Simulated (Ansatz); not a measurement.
Crystal: In.

```xyz
1
Lattice="-1.8825 1.8825 1.8825 1.8825 -1.8825 1.8825 1.8825 1.8825 -1.8825" Properties=species:S:1:pos:R:3 pbc="T T T"
In    0.0000    0.0000    0.0000
```

This isn't the form of In at room conditions, which is tetragonal.

* Program: Ansatz 0.2.0
* Task: relaxation of cell and atoms
* Functional: HF
* Potentials or basis: Ansatz PAW
* Cutoff: 420 eV (not typed: the program's choice for these potentials)
* k mesh: 5 × 5 × 5
* Occupations: fermi-dirac, width 0.05 eV
* Spin: no spin polarisation

At the start: volume 26.69 Å³/atom.

Problem. How do energy, volume and symmetry change on relaxing?

Solution. It ends after 5 steps and the volume is 30.61 Å³/atom (+14.7 %); space group Im-3m (No. 229, to 0.05 Å).

Step by step:
```tsv
step	energy change (eV)	largest force (eV/Å)	volume (Å³)
1	0.0000	0.0000	26.69
2	-0.0615	0.0000	30.20
3	-0.0620	0.0000	30.51
4	-0.0620	0.0000	30.61
5	-0.0626	0.0000	30.61
```

Final structure:
```cif
data_structure
_symmetry_space_group_name_H-M 'P 1'
_symmetry_Int_Tables_number 1
_cell_length_a 3.4132
_cell_length_b 3.4132
_cell_length_c 3.4132
_cell_angle_alpha 109.471
_cell_angle_beta 109.471
_cell_angle_gamma 109.471
_cell_volume 30.61
loop_
_atom_site_label
_atom_site_type_symbol
_atom_site_fract_x
_atom_site_fract_y
_atom_site_fract_z
_atom_site_occupancy
In1 In 0.00000 0.00000 0.00000 1
```

Caveat: the k mesh is coarse (spacing up to 0.47 Å⁻¹), so the values aren't converged, least of all with exact exchange; the plane-wave basis is chosen anew once the cell has moved, so the energies of steps on either side of that aren't comparable; the PAW data sets come from PBE, with cores solved anew for the run's functional, which leaves a small shift of forces and pressure.
